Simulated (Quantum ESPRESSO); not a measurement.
# TePb (P1) in Quantum ESPRESSO: reference runs

Aim: a first look at TePb with PBE, on the cell as given.

All numbers are computed with Quantum ESPRESSO 7.5; they aren't measurements. Logs are shortened: lines on timing, memory, paths and dates and some standing lists are left out, and cuts for length are marked.

## (1) Starting point

The typed cell holds 2 atoms: a = 4.564 Å, b = 4.564 Å, c = 4.564 Å, α = 60.00°, β = 60.00°, γ = 60.00°.

## (2) Single point, PBE

Input file pw.in:

```
&CONTROL
  calculation = 'scf'
  prefix = 'pwscf'
  outdir = './tmp'
  pseudo_dir = './pseudo'
  tprnfor = .true.
  tstress = .true.
  disk_io = 'low'
/
&SYSTEM
  ibrav = 0
  nat = 2
  ntyp = 2
  ecutwfc = 55
  ecutrho = 440
  nbnd = 16
  occupations = 'smearing'
  smearing = 'fd'
  degauss = 0.00367493
/
&ELECTRONS
  conv_thr = 4d-10
  electron_maxstep = 120
  mixing_beta = 0.5
/
ATOMIC_SPECIES
Te   127.6000 Te_pbe_v1.uspp.F.UPF
Pb   207.2000 Pb.pbe-dn-kjpaw_psl.0.2.2.UPF
CELL_PARAMETERS angstrom
   0.0000000000    3.2270000000    3.2270000000
   3.2270000000    0.0000000000    3.2270000000
   3.2270000000    3.2270000000    0.0000000000
ATOMIC_POSITIONS crystal
Te     0.5107948600    0.4906870400    0.5034848100
Pb     0.9892051400    0.0093129600    0.9965151900
K_POINTS automatic
7 7 7 0 0 0
```

Input file pp_density.in:

```
&INPUTPP
  prefix = 'pwscf'
  outdir = './tmp'
  filplot = 'density.dat'
  plot_num = 0
/
&PLOT
  nfile = 1
  filepp(1) = 'density.dat'
  iflag = 3
  output_format = 6
  fileout = 'density.cube'
/
```

Input file pp_potential.in:

```
&INPUTPP
  prefix = 'pwscf'
  outdir = './tmp'
  filplot = 'potential.dat'
  plot_num = 11
/
&PLOT
  nfile = 1
  filepp(1) = 'potential.dat'
  iflag = 3
  output_format = 6
  fileout = 'potential.cube'
/
```

Potentials or basis: SSSP 1.3 efficiency PBE.

Started as:

```bash
$ OMP_NUM_THREADS=1 pw.x -in pw.in > pw.out
$ OMP_NUM_THREADS=1 pp.x -in pp_density.in > pp_density.out
$ OMP_NUM_THREADS=1 pp.x -in pp_potential.in > pp_potential.out
```

pw.out:

```text
This program is part of the open-source Quantum ESPRESSO suite
     for quantum simulation of materials; please cite
         "P. Giannozzi et al., J. Phys.:Condens. Matter 21 395502 (2009);
         "P. Giannozzi et al., J. Phys.:Condens. Matter 29 465901 (2017);
         "P. Giannozzi et al., J. Chem. Phys. 152 154105 (2020);
     in publications or presentations arising from this work. More details at

     file Pb.pbe-dn-kjpaw_psl.0.2.2.UPF: wavefunction(s)  6S renormalized

     G-vector sticks info
     --------------------
     sticks:   dense  smooth     PW     G-vecs:    dense   smooth      PW
     Sum        2245    1135    337                70721    25101    4015

     Using Slab Decomposition

     bravais-lattice index     =            0
     lattice parameter (alat)  =       8.6241  a.u.
     unit-cell volume          =     453.5482 (a.u.)^3
     number of atoms/cell      =            2
     number of atomic types    =            2
     number of electrons       =        20.00
     number of Kohn-Sham states=           16
     kinetic-energy cutoff     =      55.0000  Ry
     charge density cutoff     =     440.0000  Ry
     scf convergence threshold =      4.0E-10
     mixing beta               =       0.5000
     number of iterations used =            8  plain     mixing
     Exchange-correlation= SLA  PW   PBX  PBC
                           (   1   4   3   4   0   0   0)

     celldm(1)=   8.624081  celldm(2)=   0.000000  celldm(3)=   0.000000
     celldm(4)=   0.000000  celldm(5)=   0.000000  celldm(6)=   0.000000

     crystal axes: (cart. coord. in units of alat)
               a(1) = (   0.000000   0.707107   0.707107 )
               a(2) = (   0.707107   0.000000   0.707107 )
               a(3) = (   0.707107   0.707107   0.000000 )

     reciprocal axes: (cart. coord. in units 2 pi/alat)
               b(1) = ( -0.707107  0.707107  0.707107 )
               b(2) = (  0.707107 -0.707107  0.707107 )
               b(3) = (  0.707107  0.707107 -0.707107 )

     PseudoPot. # 1 for Te read from file:
     Te_pbe_v1.uspp.F.UPF
     Pseudo is Ultrasoft + core correction, Zval =  6.0
     Generated by new atomic code, or converted to UPF format
     Using radial grid of  891 points,  5 beta functions with:
                l(1) =   0
                l(2) =   0
                l(3) =   1
                l(4) =   1
                l(5) =   2
     Q(r) pseudized with  6 coefficients,  rinner =    1.800   1.800   1.800
                                                       1.800   1.800

     PseudoPot. # 2 for Pb read from file:
     Pb.pbe-dn-kjpaw_psl.0.2.2.UPF
     Pseudo is Projector augmented-wave + core cor, Zval = 14.0
     Generated using "atomic" code by A. Dal Corso  v.5.0.99 svn rev. 10869
     Shape of augmentation charge: PSQ
     Using radial grid of 1281 points,  6 beta functions with:
                l(1) =   0
                l(2) =   0
                l(3) =   1
                l(4) =   1
                l(5) =   2
                l(6) =   2
     Q(r) pseudized with 0 coefficients

     atomic species   valence    mass     pseudopotential
     Te                6.00   127.60000     Te( 1.00)
     Pb               14.00   207.20000     Pb( 1.00)

     No symmetry found

   Cartesian axes

     site n.     atom                  positions (alat units)
         1        Te     tau(   1) = (   0.7029857   0.7172040   0.7081546  )
         2        Pb     tau(   2) = (   0.7112279   1.4041163   0.7060589  )

     number of k points=   172  Fermi-Dirac smearing, width (Ry)=  0.0037

     Number of k-points >= 100: set verbosity='high' to print them.

     Dense  grid:    70721 G-vectors     FFT dimensions: (  60,  60,  60)

     Smooth grid:    25101 G-vectors     FFT dimensions: (  45,  45,  45)

     Initial potential from superposition of free atoms

     starting charge      19.9974, renormalised to      20.0000
     Starting wfcs are   13 randomized atomic wfcs +    3 random wfcs

     Self-consistent Calculation

     iteration #  1     ecut=    55.00 Ry     beta= 0.50
     Davidson diagonalization with overlap
     ethr =  1.00E-02,  avg # of iterations =  5.8

     Threshold (ethr) on eigenvalues was too large:
     Diagonalizing with lowered threshold

     Davidson diagonalization with overlap
     ethr =  1.78E-04,  avg # of iterations =  6.6

     total energy              =    -897.10204930 Ry
     estimated scf accuracy    <       0.03544589 Ry

     iteration #  2     ecut=    55.00 Ry     beta= 0.50
     Davidson diagonalization with overlap
     ethr =  1.77E-04,  avg # of iterations =  2.0

     total energy              =    -897.11141326 Ry
     estimated scf accuracy    <       0.00219086 Ry

     iteration #  3     ecut=    55.00 Ry     beta= 0.50
     Davidson diagonalization with overlap
     c_bands:  1 eigenvalues not converged
     c_bands:  1 eigenvalues not converged
     c_bands:  1 eigenvalues not converged
     c_bands:  1 eigenvalues not converged
     c_bands:  1 eigenvalues not converged
     ethr =  1.10E-05,  avg # of iterations =  8.2

     total energy              =    -897.11302021 Ry
     estimated scf accuracy    <       0.00066198 Ry

     iteration #  4     ecut=    55.00 Ry     beta= 0.50
     Davidson diagonalization with overlap
     ethr =  3.31E-06,  avg # of iterations =  3.7

     total energy              =    -897.11313629 Ry
     estimated scf accuracy    <       0.00012220 Ry

     iteration #  5     ecut=    55.00 Ry     beta= 0.50
     Davidson diagonalization with overlap
     ethr =  6.11E-07,  avg # of iterations =  4.3

     total energy              =    -897.11317171 Ry
     estimated scf accuracy    <       0.00000043 Ry

     iteration #  6     ecut=    55.00 Ry     beta= 0.50
     Davidson diagonalization with overlap
     ethr =  2.13E-09,  avg # of iterations = 11.5

     total energy              =    -897.11317836 Ry
     estimated scf accuracy    <       0.00000011 Ry

     iteration #  7     ecut=    55.00 Ry     beta= 0.50
     Davidson diagonalization with overlap
     ethr =  5.39E-10,  avg # of iterations =  2.7

     total energy              =    -897.11317842 Ry
     estimated scf accuracy    <       0.00000001 Ry

     iteration #  8     ecut=    55.00 Ry     beta= 0.50
     Davidson diagonalization with overlap
     ethr =  6.65E-11,  avg # of iterations =  5.3

     total energy              =    -897.11317844 Ry
     estimated scf accuracy    <          8.9E-09 Ry

     iteration #  9     ecut=    55.00 Ry     beta= 0.50
     Davidson diagonalization with overlap
     ethr =  4.43E-11,  avg # of iterations =  1.1

     total energy              =    -897.11317844 Ry
     estimated scf accuracy    <          1.6E-09 Ry

     iteration # 10     ecut=    55.00 Ry     beta= 0.50
     Davidson diagonalization with overlap
     ethr =  7.76E-12,  avg # of iterations =  4.4

     End of self-consistent calculation

     Number of k-points >= 100: set verbosity='high' to print the bands.

     the Fermi energy is     7.9201 ev

!    total energy              =    -897.11317844 Ry
     estimated scf accuracy    <          1.2E-10 Ry
     smearing contrib. (-TS)   =      -0.00000016 Ry
     internal energy E=F+TS    =    -897.11317829 Ry

     The total energy is F=E-TS. E is the sum of the following terms:
     one-electron contribution =     -42.96132029 Ry
     hartree contribution      =      35.28916457 Ry
     xc contribution           =     -58.80406608 Ry
     ewald contribution        =    -102.19703102 Ry
     one-center paw contrib.   =    -728.43992548 Ry

     convergence has been achieved in  10 iterations

     Forces acting on atoms (cartesian axes, Ry/au):

     atom    1 type  1   force =     0.00104549   -0.00276807   -0.00026182
     atom    2 type  2   force =    -0.00104549    0.00276807    0.00026182

     Total force =     0.004201     Total SCF correction =     0.000002

     Computing stress (Cartesian axis) and pressure

          total   stress  (Ry/bohr**3)                   (kbar)     P=       22.89
   0.00015037  -0.00000171  -0.00000018           22.12       -0.25       -0.03
  -0.00000171   0.00016963   0.00000043           -0.25       24.95        0.06
  -0.00000018   0.00000043   0.00014679           -0.03        0.06       21.59

=------------------------------------------------------------------------------=
   JOB DONE.
=------------------------------------------------------------------------------=
```

It took 2.3 min on 1 thread of Intel Xeon 6975P-C (Granite Rapids), shared host; peak memory 0.42 GiB.

What came out:

| Item | Value |
| --- | --- |
| Free energy | -12205.8466 eV |
| Pressure | 2.3 GPa |
| Largest force | 0.076 eV/Å |
| Band gap on the k mesh | 1.01 eV, direct |

Forces on the atoms (eV/Å):
```
Te   0.027 -0.071 -0.007
Pb  -0.027  0.071  0.007
```

Levels at points of the mesh, in eV from the valence-band top:
| k point | band 7 | band 8 | band 9 | band 10 | band 11 | band 12 | band 13 | band 14 |
| --- | --- | --- | --- | --- | --- | --- | --- | --- |
| (0.00, 0.00, 0.00) | -5.48 | -1.26 | -1.24 | -1.24 | 4.21 | 4.22 | 4.29 | 5.85 |

Caveat: spin-orbit coupling is left out, which as a rule narrows the gap of such compounds by several tenths of an eV; an odd mesh through Γ misses points on the zone boundary, where band edges often lie.
